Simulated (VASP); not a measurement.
Si, 2 atoms in the cell. Symmetry: Fd-3m, No. 227, cubic system. Conventional cell: a = 5.444 Å, b = 5.444 Å, c = 5.444 Å, α = 90.00°, β = 90.00°, γ = 90.00°. Si (site symmetry -43m) has 4 Si at 2.36 Å as nearest neighbours. 

- Program: VASP 6.6.1
- Task: band structure
- Functional: PBE0
- Potentials or basis: VASP PAW PBE potentials, release 64 (Si)
- Cutoff: 520 eV
- k mesh: 4 × 4 × 4
- Occupations: fermi-dirac, width 0.05 eV
- Spin: no spin polarisation
- Grid for exact exchange (PRECFOCK): Fast
- Exchange at q = 0: default
- Further INCAR settings: ALGO = Normal; EDIFF = 1e-06; NBANDS = 11

Potentials or basis: VASP PAW PBE potentials, release 64 (Si).

Command:

```sh
$ cat potpaw_PBE.64/Si/POTCAR > POTCAR
$ cp INCAR.step1 INCAR
$ mpirun -np 1 vasp_std > vasp.out
$ cp INCAR.step2 INCAR
$ mpirun -np 1 vasp_std > vasp.out
```

Hardware: 1 thread of Intel(R) Xeon(R) Platinum 8488C (Sapphire Rapids) (shared host).

**Question.** How long does it take, and how much memory?

**Answer.** Run time: 2.7 min on 1 thread of Intel(R) Xeon(R) Platinum 8488C (Sapphire Rapids) (shared host), peak memory 0.17 GiB. Counts: scf iterations 79, k points 8.
